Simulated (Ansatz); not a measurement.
# FeGe: the cost of one run

Program: Ansatz 0.2.0. Level of theory: DFT r²SCAN, scalar-relativistic, plane waves, PAW. These are calculated values, not measurements.

## 1. The structure to begin with

It takes space group P6/mmm (No. 191, hexagonal). Conventional cell: a = 4.988 Å, b = 4.988 Å, c = 4.116 Å, α = 90.00°, β = 90.00°, γ = 120.00°. Fe (site symmetry mmm) is surrounded by 4 Fe at 2.49 Å and 6 Ge at 2.49 to 2.51 Å. Around Ge (site symmetry 6/mmm) lie 6 Fe at 2.49 Å. Around Ge (site symmetry -6m2) lie 6 Fe at 2.51 Å and 3 Ge at 2.88 Å.

As a file:

```
Fe Ge
1.0
     4.98816    0.00000    0.00000
    -2.49408    4.31987    0.00000
     0.00000    0.00000    4.11614
Fe Ge
3 3
Direct
  0.50000 0.00000 0.00000
  0.50000 0.50000 0.00000
  0.00000 0.50000 0.00000
  0.00000 0.00000 0.00000
  0.33333 0.66667 0.50000
  0.66667 0.33333 0.50000
```

An earlier run at r²SCAN left this cell at 14.783 Å³/atom and 0.02 GPa (10×10×10 mesh).

## 2. Ferromagnetic, larger cell

Contents of input.yaml:

```yaml
crystal:
  lattice:
    - [4.9881610279, 0.0, 0.0]
    - [-2.494080514, 4.3198741683, 0.0]
    - [0.0, 0.0, 8.2322898616]
  atoms:
    - { symbol: Fe, position: [0.5, 0.0, 0.0], spin: 2.5 }
    - { symbol: Fe, position: [0.5, 0.5, 0.0], spin: 2.5 }
    - { symbol: Fe, position: [0.0, 0.5, 0.0], spin: 2.5 }
    - { symbol: Ge, position: [0.0, 0.0, 0.0] }
    - { symbol: Ge, position: [0.3333333333, 0.6666666667, 0.25] }
    - { symbol: Ge, position: [0.6666666667, 0.3333333333, 0.25] }
    - { symbol: Fe, position: [0.5, 0.0, 0.5], spin: 2.5 }
    - { symbol: Fe, position: [0.5, 0.5, 0.5], spin: 2.5 }
    - { symbol: Fe, position: [0.0, 0.5, 0.5], spin: 2.5 }
    - { symbol: Ge, position: [0.0, 0.0, 0.5] }
    - { symbol: Ge, position: [0.3333333333, 0.6666666667, 0.75] }
    - { symbol: Ge, position: [0.6666666667, 0.3333333333, 0.75] }
basis:
  ecutwfc: 500
  ecutrho_ratio: 4
kpoints:
  mp_grid: { grid: [8, 8, 4] }
hamiltonian:
  xc: r2scan
scf:
  occupations: { method: gaussian, width: 0.05 }
  lower_state_search: "off"
output:
  forces: true
  stress: true
  eigenvalues: true
  populations: true
magnetization:
  spin_polarized: true
```

Started as:

```sh
> ansatz run input.yaml --threads 4 --pin off --max-ram 10240MiB --backend cpu --events-out ev --progress --plain --runs-dir out
```

**Question.** How long does this run take on 4 threads of Intel Xeon 6975P-C (Granite Rapids), shared host, and how much memory does it need?

About 35 s, with a peak of 2 GiB.
